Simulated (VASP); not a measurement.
# Hf (Pm-3m) in VASP: further runs

Aim: see how the results for Hf move with the level of theory and the settings. Levels: RPBE, RPBE+D3, RPBE+D3(BJ). Tasks: relaxation of cell and atoms.

Everything below comes from runs of VASP 6.6.1. Logs are shortened: lines on timing, memory, paths and dates and some standing lists are left out, and cuts for length are marked.

## (1) The crystal as given

It takes space group Pm-3m (No. 221, cubic). The conventional cell has a = 2.914 Å, b = 2.914 Å, c = 2.914 Å, α = 90.00°, β = 90.00°, γ = 90.00°. Hf (site symmetry m-3m) is surrounded by 6 Hf at 2.91 Å.

The cell was built by a generator and needn't be a form met in nature.

## (2) Relaxation of cell and atoms, RPBE

INCAR

```
SYSTEM = Hf
  PREC = Accurate
  ENCUT = 600
  EDIFF = 1E-6
  ISMEAR = -1
  SIGMA = 0.05
  LREAL = .FALSE.
  LASPH = .TRUE.
  NELM = 60
  ALGO = Fast
  ISIF = 3
  LWAVE = .FALSE.
  LCHARG = .FALSE.
  GGA = RP
  IBRION = 2
  NSW = 60
  EDIFFG = -0.005
```

KPOINTS

```
Automatic mesh
0
G
  9 9 9
  0 0 0
```

POSCAR

```
Hf
1.0
    2.9138100000      0.0000000000      0.0000000000
    0.0000000000      2.9138100000      0.0000000000
    0.0000000000      0.0000000000      2.9138100000
Hf
1
Direct
    0.5000000000      0.5000000000      0.5000000000
```

Potentials or basis: VASP PAW PBE potentials, release 64 (Hf_pv).

Run with:

```
$ cat potpaw_PBE.64/Hf_pv/POTCAR > POTCAR
$ mpirun -np 1 vasp_std > vasp.out
```

OUTCAR:

```text
SYSTEM = Hf
   PREC = Accurate
   ENCUT = 600
   EDIFF = 1E-6
   ISMEAR = -1
   LREAL = .FALSE.
   LASPH = .TRUE.
   NELM = 60
   ISIF = 3
   GGA = RP
   IBRION = 2
   NSW = 60
   EDIFFG = -0.005

 ion  position               nearest neighbor table
   1  0.500  0.500  0.500-

  LATTYP: Found a simple cubic cell.
 ALAT       =     2.9138100000

  Lattice vectors:

 A1 = (   2.9138100000,   0.0000000000,   0.0000000000)
 A2 = (   0.0000000000,   2.9138100000,   0.0000000000)
 A3 = (   0.0000000000,   0.0000000000,   2.9138100000)

Analysis of symmetry for initial positions (statically):
=====================================================================
 Subroutine PRICEL returns:
 Original cell was already a primitive cell.

 Routine SETGRP: Setting up the symmetry group for a
 simple cubic supercell.

 Subroutine GETGRP returns: Found 48 space group operations
 (whereof 48 operations were pure point group operations)
 out of a pool of 48 trial point group operations.

The static configuration has the point symmetry O_h .

Analysis of symmetry for dynamics (positions and initial velocities):
=====================================================================
 Subroutine PRICEL returns:
 Original cell was already a primitive cell.

 Routine SETGRP: Setting up the symmetry group for a
 simple cubic supercell.

 Subroutine GETGRP returns: Found 48 space group operations
 (whereof 48 operations were pure point group operations)
 out of a pool of 48 trial point group operations.

The dynamic configuration has the point symmetry O_h .

 Subroutine INISYM returns: Found 48 space group operations
 (whereof 48 operations are pure point group operations),
 and found     1 'primitive' translations

----------------------------------------------------------------------------------------

                                     Primitive cell

  volume of cell :      24.7391

  direct lattice vectors                    reciprocal lattice vectors
     2.913810000  0.000000000  0.000000000     0.343193276  0.000000000  0.000000000
     0.000000000  2.913810000  0.000000000     0.000000000  0.343193276  0.000000000
     0.000000000  0.000000000  2.913810000     0.000000000  0.000000000  0.343193276

  length of vectors
     2.913810000  2.913810000  2.913810000     0.343193276  0.343193276  0.343193276

  position of ions in fractional coordinates (direct lattice)
     0.500000000  0.500000000  0.500000000

  ion indices of the primitive-cell ions
   primitive index   ion index
                 1           1

----------------------------------------------------------------------------------------

 KPOINTS: Automatic mesh

Automatic generation of k-mesh.
 Grid dimensions read from file:
 generate k-points for:    9    9    9

 Generating k-lattice:

  Cartesian coordinates                     Fractional coordinates (reciprocal lattice)
     0.038132586  0.000000000  0.000000000     0.111111111  0.000000000  0.000000000
     0.000000000  0.038132586  0.000000000     0.000000000  0.111111111  0.000000000
     0.000000000  0.000000000  0.038132586     0.000000000  0.000000000  0.111111111

  Length of vectors
     0.038132586  0.038132586  0.038132586

  Shift w.r.t. Gamma in fractional coordinates (k-lattice)
     0.000000000  0.000000000  0.000000000

 Subroutine IBZKPT returns following result:
 ===========================================

 Found     35 irreducible k-points:

 Following reciprocal coordinates:
            Coordinates               Weight
  0.000000  0.000000  0.000000      1.000000
  0.111111  0.000000  0.000000      6.000000
  0.222222  0.000000  0.000000      6.000000
  0.333333  0.000000  0.000000      6.000000
  0.444444  0.000000  0.000000      6.000000
  0.111111  0.111111  0.000000     12.000000
[... 16 lines left out ...]
  0.333333  0.333333  0.111111     24.000000
  0.444444  0.333333  0.111111     48.000000
 [... further k-points ...]
   k-points           NKPTS =     35   k-points in BZ     NKDIM =     35   number of bands    NBANDS=      9
   number of dos      NEDOS =    301   number of ions     NIONS =      1
   total plane-waves  NPLWV =  13824
   dimension x,y,z NGX =    24 NGY =   24 NGZ =   24
   dimension x,y,z NGXF=    48 NGYF=   48 NGZF=   48
   ions per type =               1
   NGX,Y,Z   is equivalent  to a cutoff of  13.69, 13.69, 13.69 a.u.
   NGXF,Y,Z  is equivalent  to a cutoff of  27.39, 27.39, 27.39 a.u.
 SYSTEM =  Hf
   PREC   = accura    normal or accurate (medium, high low for compatibility)
   ISTART =      0    job   : 0-new  1-cont  2-samecut
   ICHARG =      2    charge: 1-file 2-atom 10-const
   ISPIN  =      1    spin polarized calculation?
   LNONCOLLINEAR =      F non collinear calculations
   LSORBIT =      F    spin-orbit coupling
   LASPH  =      T    aspherical Exc in radial PAW
   ENCUT  =  600.0 eV  44.10 Ry    6.64 a.u.   5.82  5.82  5.82*2*pi/ulx,y,z
   NELM   =     60;   NELMIN=  2; NELMDL= -5     # of ELM steps
   EDIFF  = 0.1E-05   stopping-criterion for ELM
   LREAL  =      F    real-space projection
   EDIFFG = -.5E-02   stopping-criterion for IOM
   NSW    =     60    number of steps for IOM
   IBRION =      2    ionic relax: 0-MD 1-quasi-New 2-CG
   NFREE  =      1    steps in history (QN), initial steepest desc. (CG)
   ISIF   =      3    stress and relaxation
   ISYM   =      2    0-nonsym 1-usesym 2-fastsym
   POTIM  = 0.5000    time-step for ionic-motion
   TEBEG  =    0.0;   TEEND  =   0.0 temperature during run
   PSTRESS=    0.0 pullay stress
   NELECT =      10.0000    total number of electrons
   NUPDOWN=      -1.0000    fix difference up-down
   EMIN   =  10.00;   EMAX   =-10.00  energy-range for DOS
   EFERMI =   0.00;   METHOD = LEGACY
   ISMEAR =    -1;   SIGMA  =   0.05  broadening in eV -4-tet -1-fermi 0-gaus
   EFERMI_NEDOS =   21; number of points for ismear=-14 and -15
   IALGO  =     68    algorithm
   IMIX   =      4    mixing-type and parameters
     AMIX     =   0.40;   BMIX     =  1.00
     AMIX_MAG =   1.60;   BMIX_MAG =  1.00
  volume/ion in A,a.u.               =      24.74       166.95
  Fermi-wavevector in a.u.,A,eV,Ry     =   1.210450  2.287419 19.935117  1.465190
  Thomas-Fermi vector in A             =   2.345997
   LORBIT       =      0    0 simple, 1 ext, 2 COOP (PROOUT), +10 PAW based schemes
   GGA     = RP    functional components
   LHFCALC =     F    Hartree Fock is set to
   AEXX    =    0.0000 exact exchange contribution
   IVDW    =     0    specifies the selected vdW correction
   LEPSILON=     F    determine dielectric tensor
   LRPA    =     F    only Hartree local field effects (RPA)
 conjugate gradient relaxation of ions
 non-spin polarized calculation
 RMM-DIIS sequential band-by-band and
  energy-cutoff  :      600.00
  volume of cell :       24.74
 maximum number of plane-waves:       849
 NGX is ok and might be reduce to    24
   NGX = 11   NGY = 11   NGZ = 11

--------------------------------------- Ionic step        1  -------------------------------------------

 number of electron      10.0000004 magnetization

 Free energy of the ion-electron system (eV)
  ---------------------------------------------------
  ext. energy  EPLUGINS =         0.00000000
  ---------------------------------------------------
  free energy    TOTEN  =        -8.42803183 eV

  energy without entropy =       -8.41485729  energy(sigma->0) =       -8.42144456

------------------------ aborting loop because EDIFF is reached ----------------------------------------

  FORCE on cell =-STRESS in cart. coord.  units (eV):
  Direction    XX          YY          ZZ          XY          YZ          ZX
  --------------------------------------------------------------------------------------
  -------------------------------------------------------------------------------------
  Total        0.3654238      0.3654238      0.3654238      0.0000000      0.0000000      0.0000000
  in kB       23.6659390     23.6659390     23.6659390      0.0000000      0.0000000      0.0000000
  external PRESSURE =      23.6659390 kB  Pullay stress =       0.0000000 kB
[... 90 lines left out ...]
  energy  without entropy=       -8.4198014995  energy(sigma->0) =       -8.42623830

--------------------------------------- Ionic step        4  -------------------------------------------

 number of electron      10.0000002 magnetization

 Free energy of the ion-electron system (eV)
  ---------------------------------------------------
  ext. energy  EPLUGINS =         0.00000000
  ---------------------------------------------------
  free energy    TOTEN  =        -8.43268021 eV

  energy without entropy =       -8.41981278  energy(sigma->0) =       -8.42624649

 E-fermi :   3.6856     XC(G=0): -10.5481

 val. band max:        3.6535836011   @ k =   0.4444   0.0000   0.0000
 cond. band min:       3.7181864761   @ k =   0.4444   0.3333   0.3333
 fundamental gap:      0.0646028750
 Fermi energy:         3.6855973808

 k-point     1 :       0.0000    0.0000    0.0000
  band No.  band energies     occupation
      1     -26.3485      2.00000
      2     -26.3485      2.00000
      3     -26.3485      2.00000
      4      -2.6564      2.00000
      5       2.4116      2.00000
      6       2.4116      2.00000
      7      10.0530      0.00000
      8      10.0530      0.00000
      9      10.0531      0.00000
[... 265 lines left out ...]
 k-point    24 :       0.4444    0.3333    0.1111
  band No.  band energies     occupation
      1     -27.0694      2.00000
      2     -26.8765      2.00000
      3     -26.3189      2.00000
      4       1.6708      2.00000
      5       3.1147      1.99998
      6       5.7587      0.00000
      7       5.9293      0.00000
      8       7.9016      0.00000
      9       8.9331      0.00000

 [... further k-points ...]

------------------------ aborting loop because EDIFF is reached ----------------------------------------

  FORCE on cell =-STRESS in cart. coord.  units (eV):
  Direction    XX          YY          ZZ          XY          YZ          ZX
  --------------------------------------------------------------------------------------
  -------------------------------------------------------------------------------------
  Total        0.0009612      0.0009612      0.0009612     -0.0000000      0.0000000      0.0000000
  in kB        0.0605060      0.0605060      0.0605060     -0.0000000      0.0000000      0.0000000
  external PRESSURE =       0.0605060 kB  Pullay stress =       0.0000000 kB
[... 16 lines left out ...]
  FREE ENERGIE OF THE ION-ELECTRON SYSTEM (eV)
  ---------------------------------------------------
  free  energy   TOTEN  =        -8.4326802056 eV

  energy  without entropy=       -8.4198127822  energy(sigma->0) =       -8.42624649

 reached required accuracy - stopping structural energy minimisation
```

It took 9.2 s on 1 thread of Intel Xeon 6975P-C (Granite Rapids), shared host; peak memory 0.15 GiB.

What came out:

```
Free energy                            : -8.4327 eV
Relaxed volume                         : 25.45 Å³/atom
Relaxed cell                           : a = 2.942 Å, b = 2.942 Å, c = 2.942 Å, α = 90.00°, β = 90.00°, γ = 90.00°
Space group after relaxing (to 0.05 Å) : Pm-3m (No. 221)
Energy gained by relaxing              : 4.6 meV/atom
Ionic steps                            : 4
Pressure after relaxing                : 0.0 GPa
Band gap on the k mesh                 : none (metal or under the smearing width)
```

Step by step:
| step | energy change (eV) | largest force (eV/Å) | pressure (GPa) | volume (Å³) |
| --- | --- | --- | --- | --- |
| 1 | 0.0000 | 0.0000 | 2.37 | 24.74 |
| 2 | -0.0013 | 0.0000 | -1.68 | 26.07 |
| 3 | -0.0046 | 0.0000 | 0.07 | 25.43 |
| 4 | -0.0046 | 0.0000 | 0.01 | 25.45 |

Final structure:
```
Hf
1.0
     2.94156    0.00000    0.00000
     0.00000    2.94156    0.00000
     0.00000    0.00000    2.94156
Hf
1
Direct
  0.50000 0.50000 0.50000
```

Levels at points of the mesh, in eV from the Fermi level:
```csv
k point,band 2,band 3,band 4,band 5,band 6,band 7,band 8,band 9
"(0.00, 0.00, 0.00)",-30.03,-30.03,-6.34,-1.27,-1.27,6.37,6.37,6.37
```

Caveat: the PAW data sets were made with another functional, which shifts forces and pressure a little.

(Continued in part 2 of 2.)
